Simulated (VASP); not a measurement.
The system is TiS2.

```
CELL_PARAMETERS angstrom
3.41200 0.00000 0.00000
-1.70600 2.95488 0.00000
0.00000 0.00000 5.69500
ATOMIC_POSITIONS crystal
Ti 0.00000 0.00000 0.00000
S 0.33333 0.66667 0.25000
S 0.66667 0.33333 0.75000
```

```yaml
Program: VASP 6.6.1
Task: relaxation of cell and atoms
Functional: PBE
Potentials_or_basis: VASP PAW PBE potentials, release 64 (Ti_sv, S)
Cutoff: 600 eV
k_mesh: 12 × 12 × 7
Occupations: methfessel-paxton, width 0.1 eV
Spin: no spin polarisation
```

At the start: pressure 0.4 GPa; volume 19.14 Å³/atom.

**Question.** How do energy, volume and symmetry change on relaxing?

**Answer.** Over 20 steps the energy falls by 11.3 meV/atom and the volume is 21.79 Å³/atom (+13.8 %); space group P-3m1 (No. 164, to 0.05 Å).

The path:
| step | energy change (eV) | largest force (eV/Å) | pressure (GPa) | volume (Å³) |
| --- | --- | --- | --- | --- |
| 1 | 0.0000 | 0.1379 | 0.39 | 57.42 |
| 2 | -0.0040 | 0.1573 | 0.17 | 57.80 |
| 3 | -0.0128 | 0.2129 | -0.47 | 58.95 |
| 4 | -0.0193 | 0.3226 | -1.51 | 61.27 |
| 5 | -0.0208 | 0.3023 | -1.37 | 61.32 |
| 6 | -0.0248 | 0.2396 | -0.98 | 61.48 |
| 7 | -0.0298 | 0.1103 | -0.15 | 61.79 |
| 8 | -0.0277 | 0.1672 | 1.60 | 62.40 |
| 9 | -0.0310 | 0.0003 | 0.51 | 62.03 |
| 10 | -0.0310 | 0.0069 | 0.48 | 62.01 |
| 11 | -0.0314 | 0.0072 | 0.44 | 62.19 |
| 12 | -0.0324 | 0.0067 | 0.29 | 62.71 |
| 13 | -0.0335 | 0.0054 | 0.01 | 63.76 |
| 14 | -0.0336 | 0.0043 | -0.10 | 64.22 |
| 15 | -0.0336 | 0.0046 | -0.09 | 64.27 |
| 16 | -0.0336 | 0.0043 | -0.13 | 64.37 |
| 17 | -0.0337 | 0.0116 | -0.03 | 64.55 |
| 18 | -0.0337 | 0.0355 | 0.12 | 64.80 |
| 19 | -0.0338 | 0.0192 | 0.05 | 65.06 |
| 20 | -0.0339 | 0.0006 | -0.02 | 65.36 |

Final structure:
```
CELL_PARAMETERS angstrom
3.41496 0.00000 0.00000
-1.70748 2.95744 0.00000
0.00000 0.00000 6.47132
ATOMIC_POSITIONS crystal
Ti 0.00000 0.00000 0.00000
S 0.33333 0.66667 0.21935
S 0.66667 0.33333 0.78065
```

Caveat: this functional lacks dispersion, which binds the layers, so the pressure and a relaxed spacing across them are unreliable; the volume moved by +14 % from the deposited cell, more than functionals usually miss.
